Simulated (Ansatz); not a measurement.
ScAl2: how the energy converges with the cutoff

ScAl2, P1, a = 5.287 Å, b = 5.322 Å, c = 5.314 Å, α, β, γ = 60.7°, 61.0°, 60.8°. Ansatz: r2SCAN, PAW, cutoff varied, Γ-centred 6×6×6 mesh on 6 atoms, Gaussian smearing 0.10 eV; no spin polarisation. Single points at one geometry with displaced atoms, the cutoff alone changed; ΔE is the energy at zero smearing over the run at 600 eV. The runs up to 350 eV lie under the cutoff recommended for these PAW datasets.

```tsv
cutoff (eV)	ΔE (meV/atom)
200	?
250	195.01
300	39.99
350	9.39
500	0.84
```

Assume ΔE falls exponentially with the cutoff, fit y = ln ΔE against x, the cutoff in eV, to the other rows, and predict the missing value.

y = 5.273, 3.689, 2.240, -0.174. Means x = 350.0, y = 2.7570; Σ(Δx)² = 35000, ΣΔxΔy = -737.8; the slope is their ratio. y = 10.14 − 0.02108 x, a factor of ten per 109 eV. At 200 eV this gives ΔE = 373.90 meV/atom. The run gave 1005.10, a ratio of 0.37. Between neighbouring rows the decay runs from a factor of ten per 70 eV to one per 143 eV, so one exponential is only a rough guide. The fast fall gives way to a slow tail, so a fit to low cutoffs promises convergence too early. The reference at 600 eV isn't the complete basis: by the fit it lies 0.08 meV/atom above it, and every ΔE is lowered by that much, or by more if the decay slows beyond the rows, as it often does.

Cost: 6 runs of about 8.4 core-minutes in all, on Intel Xeon Processor @ 2.50GHz (Skylake/Cascade Lake) (shared hosts).